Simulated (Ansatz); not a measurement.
Method: DFT PBE, scalar-relativistic, plane waves, PAW (Ansatz). All cells share a 420 eV cutoff and Γ-centred k meshes spaced at most about 0.3 Å⁻¹ (about 0.25 or finer for metals, 2π included). No spin polarisation.

All energies are static (0 K, no zero-point motion).

Compare these two cells of Be₃S₅, each relaxed at this level.

A.

```xyz
16
Lattice="2.4500 -7.1090 0.0000 2.4500 7.1090 0.0000 0.0000 0.0000 10.2482" Properties=species:S:1:pos:R:3 pbc="T T T"
Be    2.4500    3.6839    4.0889
Be    2.4500    3.6839    1.0352
Be    2.4500   -3.9817    2.5620
Be    2.4500   -3.6839    6.1593
Be    2.4500   -3.6839    9.2130
Be    2.4500    3.9817    7.6861
S     2.4500    5.7176    3.5407
S     2.4500    5.7176    1.5834
S     2.4500   -2.8886    4.2546
S     2.4500   -2.8886    0.8695
S     2.4500   -5.7176    6.7075
S     2.4500   -5.7176    8.6647
S     2.4500    2.8886    9.3787
S     2.4500    2.8886    5.9936
S     2.4500   -2.3364    7.6861
S     2.4500    2.3364    2.5620
```

B.

```xyz
8
Lattice="-1.7901 1.7901 10.8488 1.7901 -1.7901 10.8488 1.7901 1.7901 -10.8488" Properties=species:S:1:pos:R:3 pbc="T T T"
Be    0.0000    0.0000    6.6484
Be    0.0000    0.0000   15.0492
Be    0.0000    0.0000    0.0000
S     1.7901    0.0000    9.7607
S     1.7901    0.0000    7.7059
S     0.0000    1.7901    5.4244
S     1.7901    0.0000    1.0882
S     1.7901    0.0000    3.1429
```

Question: Which would you expect to be lower, and how large is the difference?

Answer: B is lower, by 147 meV/atom. A has space group Cmcm (No. 63), 22.3 Å³/atom and no gap on its mesh; B has space group I-4m2 (No. 119), 17.4 Å³/atom and a gap of 0.40 eV. Counting S atoms around Be (those within 1.25 times the shortest such distance or 1.15 times the sum of covalent radii; a plus sign parts nearer from farther groups; a slash parts the counts of unlike sites), A has Be 2/3+2 and B has Be 4. A and B both hold S–S pairs. Both come from invented guesses.

No dispersion correction is applied, so the spacing and binding between layers, chains or molecules are poorly described (Cmcm), and this can change margins and order among such cells. Kohn–Sham gaps at this level usually fall short of measured ones. Cells relaxed within their symmetry can be saddle points.
